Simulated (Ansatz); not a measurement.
# A film clamped to a substrate in Ni3Ge

All numbers below come from Ansatz 0.2.0, DFT PBEsol, scalar-relativistic, plane waves, PAW. Cutoff 420 eV, Γ-centred 14×14×14 k-points, Gaussian smearing of 0.15 eV. No spin polarisation. A magnetic state may lie lower. Energies are free energies at this smearing, counted from the undisturbed cell; pressure is positive in compression.

The undisturbed cell (relaxed at this level; it needn't be the usual structure):

```
Ni Ge
1.0
     3.52491    0.00000    0.00000
     0.00000    3.52491    0.00000
     0.00000    0.00000    3.52491
Ni Ge
3 1
Direct
  0.50000 0.00000 0.50000
  0.00000 0.50000 0.50000
  0.50000 0.50000 0.00000
  0.00000 0.00000 0.00000
```

The cell (4 atoms, V0 = 43.80 Å³) is strained by p along both x and y and by q along z, fractional coordinates fixed. τp = (1/V0) ∂E/∂p = (σxx + σyy)(1 + p)(1 + q) and τq = (1/V0) ∂E/∂q = σzz(1 + p)², with tension positive.

| p | q | ΔE (meV/atom) | τp (GPa) | τq (GPa) |
| --- | --- | --- | --- | --- |
| 0.000 | 0.000 | 0.00 | -0.05 | -0.03 |
| -0.015 | 0.000 | 7.92 | -15.78 | -5.30 |
| 0.015 | 0.000 | 7.10 | 13.56 | 4.83 |
| 0.000 | -0.015 | 2.54 | -5.34 | -5.00 |
| 0.000 | 0.015 | 2.37 | 4.79 | 4.57 |

Get the second derivatives of the energy density.

Central differences give A = ∂τp/∂p = 978 GPa (C11 + C22 + 2 C12), C = ∂τq/∂q = 319 GPa (C33) and the cross term B = ∂τq/∂p = 338 GPa (C13 + C23); ∂τp/∂q = 338 GPa must equal B, and any difference shows higher-order terms. The ions are clamped. In a cubic crystal C11 = C = 319, C12 = B/2 = 169 GPa and A should be 2(C11 + C12) = 976 GPa; the bulk modulus is (C11 + 2 C12)/3 = 219 GPa.

A film of this crystal grows with z along the normal on a substrate that imposes p. How does its thickness respond, and what does the misfit cost?

Count p and q from the stress-free cell. A free surface needs τq = 0, so q = −(B/C) p = -1.06 p. The energy density left is (A − B²/C) p²/2 = M p², with the biaxial modulus M = 310 GPa; a misfit of 1 % costs 2.12 meV/atom, against 3.34 meV/atom if the thickness were held.

In a metal these slopes depend on the k mesh and the smearing.

Under in-plane misfit the film changes thickness by slightly more than the imposed strain, with the opposite sign, because C12 exceeds half of C11. This fits metallic bonding in a close-packed ordered alloy, where the electron gas and the overlapping shells resist a change of volume more than a change of shape at fixed volume. The free surface lets the film recover part of its volume, which removes over a third of the misfit energy, but the compensation is incomplete and a stretched film still expands.

Compression costs more than equal tension in both strain directions, as expected when short-range repulsion steepens at smaller spacings. The harmonic misfit energy therefore probably underestimates the cost of large compressive misfits and overestimates that of tensile ones. Clamping the ions loses nothing here: every atom sits on an inversion centre that these strains preserve, so no internal relaxation can soften the constants. The shear constant C44 isn't probed, so the result doesn't carry over to films of other orientations, such as (111).
